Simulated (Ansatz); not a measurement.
# Bi: energy and pressure over a range of volumes

The task here is to estimate one member of a computed series from the others.

Program: Ansatz 0.2.0. Level of theory: DFT PBE, scalar-relativistic. These are calculated values, not measurements.

## The structure to begin with

Symmetry: C2/m, No. 12, monoclinic system. The conventional cell has a = 6.673 Å, b = 6.111 Å, c = 3.300 Å, α = 90.00°, β = 110.41°, γ = 90.00°. Around Bi (site symmetry m) lie 6 Bi at 3.15 to 3.31 Å.

Coordinates:

```
Bi
1.0
     3.33628   -3.05540    0.00000
     3.33628    3.05540    0.00000
    -1.15098    0.00000    3.09291
Bi
2
Direct
  0.25180 0.25180 0.14900
  0.74820 0.74820 0.85100
```

Atoms are numbered in the order of the input: Bi1, Bi2.

Set-up of the first run:

File input.yaml:

```yaml
crystal:
  lattice:
    - [3.2681735428, -2.9930273966, 0.0]
    - [3.2681735428, 2.9930273966, 0.0]
    - [-1.1274840194, 0.0, 3.0297716715]
  atoms:
    - { symbol: Bi, position: [0.2518, 0.2518, 0.149] }
    - { symbol: Bi, position: [0.7482, 0.7482, 0.851] }
kpoints:
  mp_grid: { grid: [8, 8, 11] }
  band_path:
    path:
      - [0.0, 0.0, 0.0]
      - [-0.4887142109, 0.4887142109, 0.0]
      - [-0.5112857891, -0.4887142109, 0.0]
      - [-0.5, -0.5, 0.0]
      - [0.0, 0.0, 0.0]
      - [-0.5, -0.5, 0.5]
      - [-0.6796217385, -0.3203782615, 0.5]
      - [-0.3203782615, 0.3203782615, 0.5]
      - [0.0, 0.0, 0.5]
    npoints: 5
scf:
  occupations: { method: fermi_dirac, width: 0.05 }
hamiltonian:
  xc: pbe
  pseudopotentials: { kind: all_electron, lapw: { basis_error: 0.00025 } }
output:
  forces: true
  stress: true
  eigenvalues: true
```

The run is started by

```bash
$ ansatz run input.yaml --threads 1 --pin off --max-ram 3072MiB --backend cpu --events-out ev --progress --plain --runs-dir out
```

Steps of the session up to this table: Volume × 0.94, LAPW; Volume × 0.94, PAW; Volume × 0.94, crystal datasets; Volume × 0.98, LAPW; Volume × 0.98, PAW; Volume × 0.98, crystal datasets; Volume × 1.01, LAPW; Volume × 1.01, PAW; Volume × 1.01, crystal datasets; Volume × 1.04, LAPW; Volume × 1.04, PAW; Volume × 1.04, crystal datasets.

One table of the session follows, with a row left open; its other results are not shown here.

| method | volume (Å³/atom) | pressure (GPa) | largest force (eV/Å) |
| --- | --- | --- | --- |
| LAPW | 29.636 | 8.83 | 0.005 |
| LAPW | 30.898 | 5.51 | 0.048 |
| LAPW | 31.843 | 3.44 | 0.079 |
| LAPW | 32.789 | 1.68 | 0.106 |
| PAW | 29.636 | ? | ? |
| PAW | 30.898 | 5.49 | 0.049 |
| PAW | 31.843 | 3.42 | 0.079 |
| PAW | 32.789 | 1.67 | 0.106 |
| crystal datasets | 29.636 | 8.83 | 0.005 |
| crystal datasets | 30.898 | 5.51 | 0.048 |
| crystal datasets | 31.843 | 3.44 | 0.079 |
| crystal datasets | 32.789 | 1.68 | 0.106 |

Q: Estimate the row for PAW, 29.636 from the others.

**Answer.** pressure (GPa): 8.81; largest force (eV/Å): 0.005. In the column «pressure (GPa)» it lies between crystal datasets, 30.898 (5.51) and LAPW, 29.636 (8.83).

Caveats from the session: Warnings in the runs' records: gradients without spin orbit, crystal datasets made.
